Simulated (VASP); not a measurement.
Set up this calculation in VASP 6.6.1, as the native input.

- Task: relaxation of cell and atoms
- Functional: vdW-DF-cx
- Potentials or basis: VASP PAW PBE potentials, release 64 (Ti_sv, O)
- Cutoff: 600 eV
- k mesh: 10 × 10 × 8
- Occupations: fermi-dirac, width 0.05 eV
- Spin: no spin polarisation
- Further INCAR settings: ALGO = Normal; EDIFF = 1e-07; IBRION = 2; EDIFFG = -0.01; NSW = 40; ISIF = 3

The structure of TiO lies in POSCAR:

```
TiO
1.0
    3.0310000000      0.0000000000      0.0000000000
   -1.5155000000      2.6249229989      0.0000000000
    0.0000000000      0.0000000000      3.2377000000
Ti O
1 1
Direct
    0.6666666667      0.3333333333      0.0000000000
    0.0000000000      0.0000000000      0.5000000000
```

The input as run:

INCAR

```
PREC = Accurate
ENCUT = 600
EDIFF = 1E-7
ISMEAR = -1
SIGMA = 0.05
LREAL = F
LASPH = T
NELM = 60
ALGO = Normal
ISIF = 3
LWAVE = F
LCHARG = F
GGA = CX
LUSE_VDW = T
AGGAC = 0.0
IBRION = 2
NSW = 40
EDIFFG = -0.01
```

KPOINTS

```
regular mesh
0
Gamma
  10 10 8
```

Potentials or basis: VASP PAW PBE potentials, release 64 (Ti_sv, O).

The run is started by

```console
$ cat potpaw_PBE.64/Ti_sv/POTCAR potpaw_PBE.64/O/POTCAR > POTCAR
$ mpirun -np 1 vasp_std > vasp.out
```

It gave:

| Property | Result |
| --- | --- |
| Relaxed volume | 9.50 Å³/atom |
| Relaxed cell | a = 2.796 Å, b = 2.796 Å, c = 2.807 Å, α = 90.00°, β = 90.00°, γ = 120.00° |
| Space group after relaxing (to 0.05 Å) | P-6m2 (No. 187) |
| Energy gained by relaxing | 588.8 meV/atom |
| Ionic steps | 9 |
| Pressure after relaxing | 0.0 GPa |
| Band gap on the k mesh | none (metal or under the smearing width) |

Caveat: the volume moved by over 15 % at a fixed basis, so the end points are rough; the PAW data sets were made with another functional, which shifts forces and pressure a little; the volume moved by -26 % from the deposited cell, more than functionals usually miss; semilocal functionals often make such compounds metallic where correlation or magnetic order opens a gap, which also shifts bond lengths.

Wall time 4.2 min on 1 thread of Intel(R) Xeon(R) 6975P-C (Granite Rapids), with other jobs on the host, peak memory 0.31 GiB.
